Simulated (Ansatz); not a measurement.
# BaTiO3: the cost of one run

Method: DFT PBE, scalar-relativistic, in Ansatz 0.2.0.

## (1) The structure to begin with

The structure is cubic, space group Pm-3m (No. 221). The conventional cell has a = 4.007 Å, b = 4.007 Å, c = 4.007 Å, α = 90.00°, β = 90.00°, γ = 90.00°. Ba (site symmetry m-3m) has 12 O at 2.83 Å as nearest neighbours. Around Ti (site symmetry m-3m) lie 6 O at 2.00 Å. O (site symmetry 4/mmm) has 2 Ti at 2.00 Å and 4 Ba at 2.83 Å as nearest neighbours.

As a file:

```cif
data_structure
_symmetry_space_group_name_H-M 'Pm-3m'
_symmetry_Int_Tables_number 221
_cell_length_a 4.0073
_cell_length_b 4.0073
_cell_length_c 4.0073
_cell_angle_alpha 90.000
_cell_angle_beta 90.000
_cell_angle_gamma 90.000
_cell_volume 64.35
loop_
_atom_site_label
_atom_site_type_symbol
_atom_site_symmetry_multiplicity
_atom_site_Wyckoff_symbol
_atom_site_fract_x
_atom_site_fract_y
_atom_site_fract_z
_atom_site_occupancy
Ba1 Ba 1 b 0.50000 0.50000 0.50000 1
Ti1 Ti 1 a 0.00000 0.00000 0.00000 1
O1 O 3 d 0.50000 0.00000 0.00000 1
```

The file gives the conventional cell by its symmetry; the runs use the cell typed in the input.

Atoms are numbered in the order of the input: Ba1, Ti2, O3, O4, O5.

## (2) After the deformation

Space group Pm-3m before, P4/mmm after.

## (3) Full-potential LAPW

input.yaml

```yaml
crystal:
  lattice:
    - [4.0073, 0.0, 0.0]
    - [0.0, 4.0073, 0.0]
    - [0.0, 0.0, 4.127519]
  atoms:
    - { symbol: Ba, position: [0.5, 0.5, 0.5] }
    - { symbol: Ti, position: [0.0, 0.0, 0.0] }
    - { symbol: O, position: [0.5, 0.0, 0.0] }
    - { symbol: O, position: [0.0, 0.5, 0.0] }
    - { symbol: O, position: [0.0, 0.0, 0.5] }
kpoints:
  mp_grid: { grid: [8, 8, 8] }
  band_path:
    path:
      - [0.0, 0.0, 0.0]
      - [0.0, 0.5, 0.0]
      - [0.5, 0.5, 0.0]
      - [0.0, 0.0, 0.0]
      - [0.0, 0.0, 0.5]
      - [0.0, 0.5, 0.5]
      - [0.5, 0.5, 0.5]
      - [0.0, 0.0, 0.5]
      - [0.0, 0.5, 0.0]
    npoints: 5
scf:
  occupations: { method: fermi_dirac, width: 0.05 }
hamiltonian:
  xc: pbe
  pseudopotentials: { kind: all_electron, lapw: { basis_error: 0.001 } }
output:
  forces: true
  stress: true
  eigenvalues: true
```

The run is started by

```
> ansatz run input.yaml --threads 2 --pin off --max-ram 6144MiB --backend cpu --events-out ev --progress --plain --runs-dir out
```

Q: Estimate wall time and peak memory on 2 threads of Intel Xeon 6975P-C (Granite Rapids), shared host.

About 31 s, with a peak of 0.94 GiB.
